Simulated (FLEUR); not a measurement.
# AlCo (Pm-3m) in FLEUR: convergence with k mesh

Aim: find how far k mesh must go before the results for AlCo settle, at PBEsol. This setting moves, with any that are tied to it; all else stays.

Program: FLEUR MaX-R8.1 (later development tree). These are calculated values, not measurements. Logs are shortened: lines on timing, memory, paths and dates and some standing lists are left out, and cuts for length are marked.

## Step 1: The crystal as given

It takes space group Pm-3m (No. 221, cubic). Conventional cell: a = 2.819 Å, b = 2.819 Å, c = 2.819 Å, α = 90.00°, β = 90.00°, γ = 90.00°. Co (site symmetry m-3m) has 8 Al at 2.44 Å as nearest neighbours. Al (site symmetry m-3m) has 8 Co at 2.44 Å as nearest neighbours.

The cell is a database's computed one.

## Step 2: With k mesh 2 × 2 × 2

Input file inp.xml:

```xml
<?xml version="1.0" encoding="UTF-8" standalone="no"?>
<fleurInput fleurInputVersion="0.39">
   <comment>
      AlCo                                                                                                
   </comment>
   <calculationSetup>
      <cutoffs Kmax="4.95" Gmax="15.3" GmaxXC="15.3" numbands="0"/>
      <scfLoop itmax="60" minDistance="0.00001" maxIterBroyd="15" imix="Anderson" alpha="0.05" precondParam="0.0" spinf="2.0" sdNocoIR="T"/>
      <coreElectrons ctail="T" frcor="F" kcrel="0" coretail_lmax="0"/>
      <xcFunctional name="PBEs" relativisticCorrections="F"/>
      <magnetism jspins="2"/>
      <soc l_soc="F" theta="0.0" phi="0.0" spav="F"/>
      <expertModes spex="0" secvar="F"/>
      <geometryOptimization l_f="T" forcealpha="1.0" forcemix="BFGS" epsdisp="0.0005" epsforce="0.0002"/>
      <ldaU l_linMix="F" mixParam="0.05" spinf="1.0"/>
   </calculationSetup>
   <cell>
      <bzIntegration valenceElectrons="28.0" mode="hist" fermiSmearingEnergy="0.00183747">
         <kPointListSelection listName="default-1"/>
         <!-- k-points included here -->
         <xi:include xmlns:xi="http://www.w3.org/2001/XInclude" href="kpts.xml"> </xi:include>
      </bzIntegration>
      <!-- symmetry operations included here -->
      <xi:include xmlns:xi="http://www.w3.org/2001/XInclude" href="sym.xml"> </xi:include>
      <bulkLattice scale="1.0">
         <bravaisMatrix>
            <row-1>    5.3278999017180997     0.0000000000000000     0.0000000000000000</row-1>
            <row-2>    0.0000000000000000     5.3278999017180997     0.0000000000000000</row-2>
            <row-3>    0.0000000000000000     0.0000000000000000     5.3278999017180997</row-3>
         </bravaisMatrix>
      </bulkLattice>
   </cell>
   <atomSpecies>
      <species name="Cobalt (Co2.001" element="Co" atomicNumber="27">
         <mtSphere radius="2.25" gridPoints="751" logIncrement="0.016"/>
         <atomicCutoffs lmax="9" lnonsphr="9"/>
         <electronConfig flipSpins="F">
            <coreConfig>(1s1/2) (2s1/2) (2p1/2) (2p3/2)</coreConfig>
            <valenceConfig>(3s1/2) (3p1/2) (3p3/2) (4s1/2) (3d3/2) (3d5/2)</valenceConfig>
            <stateOccupation state="(3d3/2)" spinUp="1.5005" spinDown="1.2995"/>
            <stateOccupation state="(3d5/2)" spinUp="3.0" spinDown="1.2"/>
         </electronConfig>
         <energyParameters s="4" p="4" d="3" f="4"/>
         <lo type="SCLO" l="0" n="3" eDeriv="0"/>
         <lo type="SCLO" l="1" n="3" eDeriv="0"/>
         <lo type="SCLO" l="1" n="3" eDeriv="1"/>
         <lo type="SCLO" l="2" n="3" eDeriv="2"/>
         <lo type="SCLO" l="3" n="4" eDeriv="2"/>
      </species>
      <species name="Aluminum (Al)" element="Al" atomicNumber="13">
         <mtSphere radius="1.98" gridPoints="661" logIncrement="0.017"/>
         <atomicCutoffs lmax="8" lnonsphr="8"/>
         <electronConfig flipSpins="F">
            <coreConfig>(1s1/2)</coreConfig>
            <valenceConfig>(2s1/2) (2p1/2) (2p3/2) (3s1/2) (3p1/2) (3p3/2)</valenceConfig>
            <stateOccupation state="(3p1/2)" spinUp="0.166667" spinDown="0.166667"/>
            <stateOccupation state="(3p3/2)" spinUp="0.333333" spinDown="0.333333"/>
         </electronConfig>
         <energyParameters s="3" p="3" d="3" f="4"/>
         <lo type="SCLO" l="0" n="2" eDeriv="0"/>
         <lo type="SCLO" l="1" n="2" eDeriv="0"/>
         <lo type="SCLO" l="2" n="3" eDeriv="2"/>
         <lo type="SCLO" l="3" n="4" eDeriv="2"/>
      </species>
   </atomSpecies>
   <atomGroups>
      <atomGroup species="Cobalt (Co2.001">
         <relPos label="                   1">1.000/2.000 1.000/2.000 1.000/2.000</relPos>
         <force calculate="T" relaxXYZ="TTT"/>
      </atomGroup>
      <atomGroup species="Aluminum (Al)">
         <relPos label="                   2">.0000000000 .0000000000 .0000000000</relPos>
         <force calculate="T" relaxXYZ="TTT"/>
      </atomGroup>
   </atomGroups>
   <output dos="F" band="F" slice="F">
      <checks vchk="F" cdinf="F"/>
      <bandDOS minEnergy="-.5*Htr" maxEnergy="0.5*Htr" sigma="0.015" storeEVData="T"/>
      <vacuumDOS vacdos="F" integ="F" star="F" nstars="0" locx1="0.0" locy1="0.0" locx2="0.0" locy2="0.0" nstm="0" tworkf="0.0"/>
      <unfoldingBand unfoldBand="F" supercellX="1" supercellY="1" supercellZ="1"/>
      <plotting iplot="0" polar="F">
         <plot TwoD="T" vec1="  1.0  0.0  0.0" vec2="  0.0  1.0  0.0" vec3="  0.0  0.0  1.0" zero="  0.0  0.0  0.0" file="plot"/>
      </plotting>
      <chargeDensitySlicing numkpt="0" minEigenval="0.0" maxEigenval="0.0" nnne="0" pallst="F"/>
      <specialOutput eonly="F"/>
      <moessbauerParams electricFieldGradient="T" isomerShift="T" coreHyperfine="T" valenceHyperfine="T"/>
      <magneticCircularDichroism mcd="F" energyLo="-10.0" energyUp="0.0"/>
   </output>
  <!-- We include the file relax.xml here to enable relaxations (see documentation) -->
  <xi:include xmlns:xi="http://www.w3.org/2001/XInclude" href="relax.xml"> <xi:fallback/> </xi:include>
</fleurInput>
```

Input file crystal.txt:

```
AlCo
&input cartesian=F /
2.8194032100  0.0000000000  0.0000000000
0.0000000000  2.8194032100  0.0000000000
0.0000000000  0.0000000000  2.8194032100
1.8897261246
1.0 1.0 1.0

2
27 0.5000000000  0.5000000000  0.5000000000 : 2.001
13 0.0000000000  0.0000000000  0.0000000000

&kpt div1=2 div2=2 div3=2 gamma=T /
```

Potentials or basis: all-electron, FLAPW.

Command:

```sh
$ inpgen -f crystal.txt -profile fastHighL
$ # inp.xml edited to the form shown
$ fleur_MPI
```

Run time: 3.4 s. Hardware: 1 thread of Arm Neoverse V2, shared host; peak memory 0.06 GiB.

No converged result was reached.

## Step 3: With k mesh 4 × 4 × 4

inp.xml is that of step 2.

crystal.txt: that of step 2 with these lines changed.

```diff
@@ -12,2 +12,2 @@
 
-&kpt div1=2 div2=2 div3=2 gamma=T /
+&kpt div1=4 div2=4 div3=4 gamma=T /
```

Potentials or basis: all-electron, FLAPW.

Command:

```sh
$ inpgen -f crystal.txt -profile fastHighL
$ # inp.xml edited to the form shown
$ fleur_MPI
```

Run time: 46 s. Hardware: 1 thread of Arm Neoverse V2, shared host; peak memory 0.07 GiB.

What came out:

| Quantity | Value |
| --- | --- |
| Free energy | -44481.0680 eV |
| Band gap on the k mesh | none (metal or under the smearing width) |
| Net moment | 0.47 μB per cell |
| Site moments | Co +0.54; Al -0.02 μB |
| Valence electrons inside the program's atomic spheres | Co 16.13; Al 8.99 (radii Co 2.25, Al 1.98 bohr) |

## Step 4: With k mesh 5 × 5 × 5

inp.xml is that of step 3.

crystal.txt: that of step 3 with these lines changed.

```diff
@@ -12,2 +12,2 @@
 
-&kpt div1=4 div2=4 div3=4 gamma=T /
+&kpt div1=5 div2=5 div3=5 gamma=T /
```

Command:

```sh
$ inpgen -f crystal.txt -profile fastHighL
$ # inp.xml edited to the form shown
$ fleur_MPI
```

Run time: 65 s. Hardware: 1 thread of Arm Neoverse V2, shared host; peak memory 0.06 GiB.

Results:

```
Free energy                                           : -44481.1931 eV
Net moment                                            : 0.00 μB per cell
Valence electrons inside the program's atomic spheres : Co 16.13; Al 8.98 (radii Co 2.25, Al 1.98 bohr)
```

## Step 5: With k mesh 6 × 6 × 6

inp.xml is that of step 4.

crystal.txt: that of step 4 with these lines changed.

```diff
@@ -12,2 +12,2 @@
 
-&kpt div1=5 div2=5 div3=5 gamma=T /
+&kpt div1=6 div2=6 div3=6 gamma=T /
```

Command:

```sh
$ inpgen -f crystal.txt -profile fastHighL
$ # inp.xml edited to the form shown
$ fleur_MPI
```

It took 2.7 min on 1 thread of Arm Neoverse V2, shared host; peak memory 0.07 GiB.

Results:

| Property | Result |
| --- | --- |
| Free energy | -44481.1734 eV |
| Band gap on the k mesh | none (metal or under the smearing width) |
| Net moment | 0.00 μB per cell |
| Valence electrons inside the program's atomic spheres | Co 16.13; Al 8.99 (radii Co 2.25, Al 1.98 bohr) |

## Step 6: With k mesh 8 × 8 × 8

inp.xml is that of step 5.

crystal.txt: that of step 5 with these lines changed.

```diff
@@ -12,2 +12,2 @@
 
-&kpt div1=6 div2=6 div3=6 gamma=T /
+&kpt div1=8 div2=8 div3=8 gamma=T /
```

Potentials or basis: all-electron, FLAPW.

Command:

```sh
$ inpgen -f crystal.txt -profile fastHighL
$ # inp.xml edited to the form shown
$ fleur_MPI
```

Wall time 3 min (1 thread of Arm Neoverse V2, shared host); peak memory 0.07 GiB.

What came out:

```
Free energy                                           : -44481.1724 eV
Band gap on the k mesh                                : none (metal or under the smearing width)
Net moment                                            : 0.00 μB per cell
Valence electrons inside the program's atomic spheres : Co 16.13; Al 8.99 (radii Co 2.25, Al 1.98 bohr)
```

## Step 7: With k mesh 9 × 9 × 9

inp.xml is that of step 6.

crystal.txt: that of step 6 with these lines changed.

```diff
@@ -12,2 +12,2 @@
 
-&kpt div1=8 div2=8 div3=8 gamma=T /
+&kpt div1=9 div2=9 div3=9 gamma=T /
```

Command:

```sh
$ inpgen -f crystal.txt -profile fastHighL
$ # inp.xml edited to the form shown
$ fleur_MPI
```

Wall time 2.5 min (1 thread of Arm Neoverse V2, shared host); peak memory 0.07 GiB.

Results:

```
Free energy                                           : -44481.1808 eV
Band gap on the k mesh                                : none (metal or under the smearing width)
Net moment                                            : 0.00 μB per cell
Valence electrons inside the program's atomic spheres : Co 16.13; Al 8.99 (radii Co 2.25, Al 1.98 bohr)
```

## Step 8: With k mesh 11 × 11 × 11

inp.xml is that of step 7.

crystal.txt: that of step 7 with these lines changed.

```diff
@@ -12,2 +12,2 @@
 
-&kpt div1=9 div2=9 div3=9 gamma=T /
+&kpt div1=11 div2=11 div3=11 gamma=T /
```

Command:

```sh
$ inpgen -f crystal.txt -profile fastHighL
$ # inp.xml edited to the form shown
$ fleur_MPI
```

Wall time 3.7 min (1 thread of Arm Neoverse V2, shared host); peak memory 0.07 GiB.

Results:

| Item | Value |
| --- | --- |
| Free energy | -44481.1761 eV |
| Band gap on the k mesh | none (metal or under the smearing width) |
| Net moment | 0.00 μB per cell |
| Valence electrons inside the program's atomic spheres | Co 16.13; Al 8.99 (radii Co 2.25, Al 1.98 bohr) |

## Step 9: With k mesh 14 × 14 × 14

inp.xml is that of step 8.

crystal.txt: that of step 8 with these lines changed.

```diff
@@ -12,2 +12,2 @@
 
-&kpt div1=11 div2=11 div3=11 gamma=T /
+&kpt div1=14 div2=14 div3=14 gamma=T /
```

Potentials or basis: all-electron, FLAPW.

Command:

```sh
$ inpgen -f crystal.txt -profile fastHighL
$ # inp.xml edited to the form shown
$ fleur_MPI
```

The program printed:

```text
Welcome to FLEUR        (www.flapw.de)
      MaX-Release 8.1          (www.max-centre.eu)

 ========== k-point set info ==========
 Selected k-point list: default-1
 k-point list type: mesh
 14 x 14 x 14
 Number of k points: 120

 ------------Calculation Setup---------------------------
 Number of MPI-tasks      :            1
 Number of PE/node        :            1
 Number of OMP-threads    :            1
 Most efficient MPI parallelization for:
           1           2           3           4           5           6           8          10          12          15          20          24          30          40          60         120
 Additional eigenvalue parallelization possible
 Number of basis functions:          390
 Approximate size of matrices (H+S) per k-point:         0.002 GB
 --------------------------------------------------------
 Iteration:     1   Distance:      29.58044161 me/bohr^3
 Iteration:     2   Distance:      27.90807600 me/bohr^3
 Iteration:     3   Distance:      22.03994906 me/bohr^3
 Iteration:     4   Distance:       7.88386144 me/bohr^3
 Iteration:     5   Distance:      14.50192938 me/bohr^3
 Iteration:     6   Distance:       8.91732163 me/bohr^3
 Iteration:     7   Distance:       7.88658010 me/bohr^3
 Iteration:     8   Distance:       7.78601804 me/bohr^3
 Iteration:     9   Distance:       2.70204304 me/bohr^3
 Iteration:    10   Distance:       2.65484829 me/bohr^3
[... 8 lines left out ...]
 Iteration:    19   Distance:       0.03257973 me/bohr^3
 Iteration:    20   Distance:       0.05200241 me/bohr^3
 Iteration:    21   Distance:       0.01034573 me/bohr^3
 Iteration:    22   Distance:       0.00977968 me/bohr^3
 Iteration:    23   Distance:       0.00323245 me/bohr^3
 Iteration:    24   Distance:       0.00143570 me/bohr^3
 Iteration:    25   Distance:       0.00092919 me/bohr^3
 Iteration:    26   Distance:       0.00004000 me/bohr^3
 Iteration:    27   Distance:       0.00007872 me/bohr^3
 Iteration:    28   Distance:       0.00000306 me/bohr^3

 ********************************************************************
 Run finished successfully
 Stop message:
   Structural relaxation: Done
 ********************************************************************
```

Run time: 7.8 min. Hardware: 1 thread of Arm Neoverse V2, shared host; peak memory 0.08 GiB.

What came out:

```
Free energy                                           : -44481.1784 eV
Band gap on the k mesh                                : none (metal or under the smearing width)
Net moment                                            : 0.00 μB per cell
Valence electrons inside the program's atomic spheres : Co 16.13; Al 8.99 (radii Co 2.25, Al 1.98 bohr)
```

## Step 10: Summary

| k mesh | energy less the tightest run, at zero smearing (meV/atom) | largest site moment (μB) | SCF cycles | CPU time (s) | peak memory (GiB) |
| --- | --- | --- | --- | --- | --- |
| 2 × 2 × 2 | not converged | - | - | - | - |
| 4 × 4 × 4 | 56.37 | 0.54 | 26 | 46 | 0.07 |
| 5 × 5 × 5 | -7.33 | 0.00 | 32 | 65 | 0.06 |
| 6 × 6 × 6 | 3.40 | 0.00 | 52 | 160 | 0.07 |
| 8 × 8 × 8 | 3.50 | 0.00 | 35 | 180 | 0.07 |
| 9 × 9 × 9 | -1.68 | 0.00 | 29 | 150 | 0.07 |
| 11 × 11 × 11 | 1.59 | 0.00 | 28 | 220 | 0.07 |
| 14 × 14 × 14 | 0.00 | 0.00 | 29 | 470 | 0.08 |

Against the tightest run, the largest site moment stays within 0.02 μB from 5 × 5 × 5 on. Not settled before the last step: the energy (to 1 meV/atom). Meshes of other sizes hit other points, so gaps and Fermi surfaces needn't settle smoothly. The tightest run that finished is the yardstick and may itself not be fully converged.

Caveats: the starting moments collapsed, and a magnetic state may lie lower.
